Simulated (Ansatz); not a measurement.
# How AlCo stores the work of compression

These are results of DFT PBEsol, scalar-relativistic, plane waves, PAW (Ansatz 0.2.0), not measurements. Run with 420 eV cutoff, 14×14×14 k-mesh, Gaussian smearing of 0.10 eV, no spin polarisation.

Starting point, cell and atoms relaxed:

```xyz
2
Lattice="2.8226 0.0000 0.0000 0.0000 2.8226 0.0000 0.0000 0.0000 2.8226" Properties=species:S:1:pos:R:3 pbc="T T T"
Al    0.0000    0.0000    0.0000
Co    1.4113    1.4113    1.4113
```

Cell and atoms were relaxed at each target pressure within the start's symmetry (Pm-3m), at zero temperature; other phases can be more stable under pressure. H = E + PV with P the target; E is the free energy at the smearing used, whose derivative the pressure is, per atom and counted from zero pressure. Spin polarisation was left out, and a magnetic state may lie lower. The mesh named is that at zero pressure; some other pressures ran on another.

| P (GPa) | V (Å³/atom) | E − E0 (meV) | H − H0 (meV) |
| --- | --- | --- | --- |
| 0 | 11.244 | 0.0 | 0.0 |
| 2 | 11.130 | 0.7 | 139.6 |
| 5 | 10.969 | 4.3 | 346.6 |
| 10 | 10.728 | 15.6 | 685.1 |
| 20 | 10.318 | 53.6 | 1341.6 |
| 40 | 9.675 | 172.2 | 2587.8 |

**Question.** Thermodynamics gives dH/dP = V along a relaxed path. Integrate V over P by the trapezoid rule and compare with the computed enthalpies.

**Answer.** With 1 eV/Å³ = 160.22 GPa, each step adds the mean volume times ΔP / 160.22:
```
P (GPa)  ∫V dP (meV) H − H0 (meV) difference (meV)
      2        139.6         139.6               0.0
      5        346.5         346.6               0.0
     10        685.1         685.1              -0.1
     20       1341.8        1341.6               0.3
     40       2589.7        2587.8               1.9
```

V(P) curves upward, so the trapezoid rule runs high; integrating a smooth curve through the same points puts that excess at about 2.4 meV at 40 GPa, against the 1.9 meV found.

**Question.** At 40 GPa, how much of the enthalpy change is stored energy and how much is the PV term?

**Answer.** E rises by 172 meV/atom and PV is 40 × 9.675 / 160.22 = 2416 meV/atom, so PV makes 93 % of ΔH. So between rival structures at high pressure a small difference in volume can outweigh the difference in energy: 1 % of this volume is worth 24.2 meV/atom at this pressure.

**Question.** What bulk modulus do the lowest pressures give?

**Answer.** From the pressures that the runs reached, -2.00 GPa (11.364 Å³) and 2.03 GPa (11.130 Å³), B = −ΔP/Δln V = 4.03 / 0.0208 = 194 GPa, a mean over that range.